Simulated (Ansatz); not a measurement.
We consider zinc-blende InN (metastable phase), described by PBE (Ansatz, a quantum-chemistry and plane-wave program, plane waves, PAW).

Run with plane-wave cutoff 520 eV, 12×12×12 k mesh, Fermi–Dirac smearing 0.01 eV, scalar-relativistic PAW data made under PBE.

Computed at the level's own relaxed cell.

Problem. Give the computed volume per atom, bulk modulus, equilibrium lattice constant a and pressure derivative B′ of the bulk modulus.

Solution. 
- volume per atom = 16.09 Å³/atom
- bulk modulus = 122 GPa
- equilibrium lattice constant a = 5.049 Å
- pressure derivative B′ of the bulk modulus = 4.7

The run finds no gap.

Measured, for comparison: equilibrium volume per atom 15.72 Å³/atom, lattice constant a 5.01 ± 0.01 Å (temperature not stated, not corrected to a static lattice, epilayer on 3C-SiC; as tabulated in Schörmann, As, Lischka, Schley, Goldhahn et al., Appl. Phys. Lett. 89, 261903 …). Computed (rounded) less measured: equilibrium volume per atom +2.4 %, lattice constant a +0.8 %.

Note: the gap of the solid is closed in this run; this level leaves the solid without a gap, although one is measured.

Spin–orbit coupling is not included; it can open a gap where bands touch, and shift volumes and moduli.

The computed numbers hold no vibrational or temperature effects.
